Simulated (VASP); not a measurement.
Here is a VASP 6.6.1 calculation.

File INCAR:

```
  PREC = Accurate
  ENCUT = 520
  EDIFF = 1E-6
  ISMEAR = -1
  SIGMA = 0.1
  LREAL = F
  LASPH = T
  NELM = 80
  ALGO = Fast
  ISIF = 2
  LWAVE = F
  LCHARG = F
  GGA = RP
  NBANDS = 17
```

The input KPOINTS:

```
Automatic mesh
0
Gamma
  8 8 5
```

The input POSCAR:

```
Ni
1.0
    1.2790130000      2.2153140000      0.0000000000
   -1.2790130000      2.2153140000      0.0000000000
    0.0000000000      0.0000000000      4.0054760000
Ni
2
Direct
    0.3333300000      0.3333400000      0.2500000000
    0.6666600000      0.6666700000      0.7500000000
```

Potentials or basis: VASP PAW PBE potentials, release 64 (Ni).

Command:

```bash
$ cat potpaw_PBE.64/Ni/POTCAR > POTCAR
$ mpirun -np 1 vasp_std > vasp.out
```

Predict the band gap on the k mesh.

none (metal or under the smearing width).

Estimate the pressure.

-1.3 GPa.

Stress tensor (GPa, compression positive):
```
-3.78  0.00  0.00
 0.00 -3.78  0.00
 0.00  0.00  3.77
```

Caveat: the PAW data sets were made with another functional, which shifts forces and pressure a little; the run has no spin polarisation, though such a crystal can be magnetic. Spin polarisation is off, so any magnetic state and its effect on volume and gap are missing.
